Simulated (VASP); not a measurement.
Here is a VASP 6.6.1 calculation.

The input INCAR:

```
  PREC = Accurate
  ENCUT = 600
  EDIFF = 1E-7
  ISMEAR = 0
  SIGMA = 0.03
  LREAL = False
  LASPH = True
  NELM = 80
  ALGO = Normal
  ISIF = 3
  LWAVE = False
  LCHARG = False
  GGA = PS
  IBRION = 2
  NSW = 90
  EDIFFG = -0.005
  KPAR = 4
```

The input KPOINTS:

```
regular mesh
0
Gamma
  10 10 10
```

Contents of POSCAR:

```
BP                                      
1.0
   -0.0000000000      2.2605516541      2.2605516541
    2.2605516541      0.0000000000      2.2605516541
    2.2605516541      2.2605516541      0.0000000000
  B               P             
     1     1
Direct
     0.0000000000000000    0.0000000000000000    0.0000000000000000
     0.2500000000000000    0.2500000000000000    0.2500000000000000
```

Potentials or basis: VASP PAW PBE potentials, release 64 (B, P).

The run is started by

```sh
$ cat potpaw_PBE.64/B/POTCAR potpaw_PBE.64/P/POTCAR > POTCAR
$ mpirun -np 4 vasp_std > vasp.out
```

(1) What does it give for the band gap on the k mesh?

Answers

(1) 1.12 eV, indirect (least direct gap 3.37 eV).

Caveat: the relaxation stopped at its first step, so nothing moved.
